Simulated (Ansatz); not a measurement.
PbO2:

```xyz
6
Lattice="4.9950 0.0000 0.0000 0.0000 4.9950 0.0000 0.0000 0.0000 3.4090" Properties=species:S:1:pos:R:3 pbc="T T T"
Pb    2.4975    2.4975    1.7045
Pb    0.0000    0.0000    0.0000
O     3.4594    3.4594    0.0000
O     4.0331    0.9619    1.7045
O     0.9619    4.0331    1.7045
O     1.5356    1.5356    0.0000
```

The cell is a database's computed one.

Base run:

* Program: Ansatz 0.2.0
* Functional: LDA
* Potentials or basis: Ansatz PAW
* Cutoff: 420 eV (not typed: the program's choice for these potentials)
* k mesh: 5 × 5 × 6
* Occupations: fermi-dirac, width 0.05 eV
* Spin: no spin polarisation

Its results: pressure -4.0 GPa; largest force 0.056 eV/Å.

The run is repeated on the same cell with these changes: functional from LDA to PBE. What comes out?

Pressure 5.7 GPa; largest force 0.038 eV/Å.

PBE binds less tightly than LDA, so the same cell stands under more pressure.

Caveats: the PAW data sets come from PBE, with cores solved anew for the run's functional, which leaves a small shift of forces and pressure (some runs).
